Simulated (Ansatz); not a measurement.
# MgO: the cost of one run

Program: Ansatz 0.2.0. Level of theory: DFT r2SCAN, scalar-relativistic, plane waves, PAW. These are calculated values, not measurements.

1 further run of the same task is left out (set aside as unsound or not needed).

## Step 1: The system as given

It takes space group P6_3mc (No. 186, hexagonal). The conventional cell has a = 3.289 Å, b = 3.289 Å, c = 5.033 Å, α = 90.00°, β = 90.00°, γ = 120.00°. Mg (site symmetry 3m) is surrounded by 4 O at 1.97 to 1.99 Å. O (site symmetry 3m) is surrounded by 4 Mg at 1.97 to 1.99 Å.

Structure file:

```cif
data_structure
_symmetry_space_group_name_H-M 'P 1'
_symmetry_Int_Tables_number 1
_cell_length_a 3.2887
_cell_length_b 3.2887
_cell_length_c 5.0334
_cell_angle_alpha 90.000
_cell_angle_beta 90.000
_cell_angle_gamma 120.000
_cell_volume 47.14
loop_
_atom_site_label
_atom_site_type_symbol
_atom_site_fract_x
_atom_site_fract_y
_atom_site_fract_z
_atom_site_occupancy
Mg1 Mg 0.00000 0.00000 0.99009 1
O1 O 0.00000 0.00000 0.38491 1
Mg2 Mg 0.33333 0.66667 0.49009 1
O2 O 0.33333 0.66667 0.88491 1
```

This is a trial structure built by rule; it need not be a known or stable form of this composition.

It is the result of an earlier relaxation at this level (volume 11.79 Å³/atom; gap on the mesh: 4.22 eV).

## Step 2: Building the stacking ABACB (hhkkk)

Close-packed layers are stacked in the order given (tetrahedral net, a letter for each double layer) and fully relaxed; h and k in a name mark layers with hexagonal and cubic surroundings. Energies count from the base stacking, -1249.0534 eV an atom.

The cell holds 5 Mg, 5 O: a = 3.289 Å, b = 3.289 Å, c = 12.583 Å, α = 90.00°, β = 90.00°, γ = 120.00°.

## Step 3: The relaxation run

input.yaml

```yaml
crystal:
  lattice:
    - [3.288656602, 0.0, 0.0]
    - [-1.644328301, 2.8480601617, 0.0]
    - [0.0, 0.0, 12.5834539783]
  atoms:
    - { symbol: Mg, position: [0.0, 0.0, 0.0] }
    - { symbol: O, position: [0.0, 0.0, 0.15] }
    - { symbol: Mg, position: [0.3333333333, 0.6666666667, 0.2] }
    - { symbol: O, position: [0.3333333333, 0.6666666667, 0.35] }
    - { symbol: Mg, position: [0.0, 0.0, 0.4] }
    - { symbol: O, position: [0.0, 0.0, 0.55] }
    - { symbol: Mg, position: [0.6666666667, 0.3333333333, 0.6] }
    - { symbol: O, position: [0.6666666667, 0.3333333333, 0.75] }
    - { symbol: Mg, position: [0.3333333333, 0.6666666667, 0.8] }
    - { symbol: O, position: [0.3333333333, 0.6666666667, 0.95] }
basis:
  ecutwfc: 500
kpoints:
  mp_grid: { grid: [12, 12, 2] }
hamiltonian:
  xc: r2scan
scf:
  occupations: { method: gaussian, width: 0.02 }
output:
  forces: true
  stress: true
  eigenvalues: true
  populations: true
relax:
  adjacent_minimum: "off"
  f_tol: 0.01
  max_steps: 45
  cell: { stress_tol: 0.05 }
```

Launch:

```sh
ansatz run input.yaml --threads 4 --pin off --max-ram 12288MiB --backend cpu --events-out ev --progress --plain --runs-dir out
```

What time and memory should one allow on 4 threads of Arm Neoverse V2, shared host?

About 61 s, with a peak of 0.71 GiB.
